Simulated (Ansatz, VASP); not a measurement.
# One calculation of Si, two programs

```xyz
6
Lattice="3.4838 -4.1017 0.0000 3.4838 4.1017 0.0000 0.0000 0.0000 4.4068" Properties=species:S:1:pos:R:3 pbc="T T T"
Si    3.4838   -0.8634    1.3526
Si    3.4838   -3.2382    1.3526
Si    3.4838    0.8634    3.0542
Si    3.4838    3.2382    3.0542
Si    5.2257    0.0000    0.0000
Si    1.7419    0.0000    0.0000
```

Alike in both runs: task relaxation of cell and atoms; functional PBE; k mesh 8 × 8 × 8; occupations gaussian, width 0.1 eV; no spin polarisation.

```csv
,VASP,Ansatz
version,VASP 6.6.1,Ansatz 0.2.0
potentials or method,"VASP PAW PBE potentials, release 64 (Si)","scalar-relativistic, plane waves, PAW"
plane-wave cutoff (eV),600,420
valence electrons in the cell,24,24
```

|  | VASP | Ansatz | Ansatz less VASP |
| --- | --- | --- | --- |
| gap on the k mesh at the Fermi level, each at its own relaxed structure (eV) | none | none | - |
| relaxed volume (Å³/atom) | 20.98 | 20.97 | -0.003 |
| relaxed cell length with the largest relative difference (Å) | 4.393 | 4.391 | -0.0024 |

A gap of «none» marks a metal or a gap that the smearing closes.
